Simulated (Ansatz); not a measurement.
Start of a relaxation, Ru put at a top Si site (Si, Fd-3m (No. 227), (1 1 1) face):

```yaml
crystal:
  lattice:
    - [3.84172, 0.00000, 0.00000]
    - [-1.92086, 3.32702, 0.00000]
    - [0.00000, 0.00000, 26.05768]
  atoms:
    - { symbol: Si, position: [0.33333, 0.66667, 0.32620] }
    - { symbol: Si, position: [0.00000, 0.00000, 0.35629] }
    - { symbol: Si, position: [0.00000, 0.00000, 0.44658] }
    - { symbol: Si, position: [0.66667, 0.33333, 0.47592] }
    - { symbol: Si, position: [0.66667, 0.33333, 0.56848] }
    - { symbol: Si, position: [0.33333, 0.66667, 0.59435] }
    - { symbol: Ru, position: [0.33333, 0.66667, 0.69336] }
```

These are results of DFT PBEsol, scalar-relativistic, plane waves, PAW in Ansatz, not measurements. Settings: cutoff 420 eV, Γ-centred mesh 9×9×1 on the computed 7-atom cell, Gaussian smearing of 0.05 eV; collinear spin from starting moments 0 0 0 0 0 0 4 μB. The cell repeats along c with a dipole correction in the vacuum.

Atoms 1, 2, 3 (counted from 1) are held. The cell is fixed. Force threshold 0.03 eV/Å.

```tsv
step	E − E_final (eV)	largest force (eV/Å)
1	0.432	2.100
2	0.062	1.080
3	0.037	0.654
4	0.018	0.689
5	0.000	0.044
6	0.000	0.044
7	0.000	0.001
```

(1) What is the final structure?

The end is the local minimum or symmetric point that this start leads to. The slab is only 7.1 Å thick, so the energy isn't converged with thickness.

Answers

(1)
```yaml
crystal:
  lattice:
    - [3.84172, 0.00000, 0.00000]
    - [-1.92086, 3.32702, 0.00000]
    - [0.00000, 0.00000, 26.05768]
  atoms:
    - { symbol: Si, position: [0.33333, 0.66667, 0.32620] }
    - { symbol: Si, position: [0.00000, 0.00000, 0.35629] }
    - { symbol: Si, position: [0.00000, 0.00000, 0.44658] }
    - { symbol: Si, position: [0.66667, 0.33333, 0.47640] }
    - { symbol: Si, position: [0.66667, 0.33333, 0.56719] }
    - { symbol: Si, position: [0.33333, 0.66667, 0.59907] }
    - { symbol: Ru, position: [0.33333, 0.66667, 0.68428] }
```

Cost: 1 run of about 3.2 core-minutes, on Intel Xeon Processor @ 2.70GHz (shared hosts).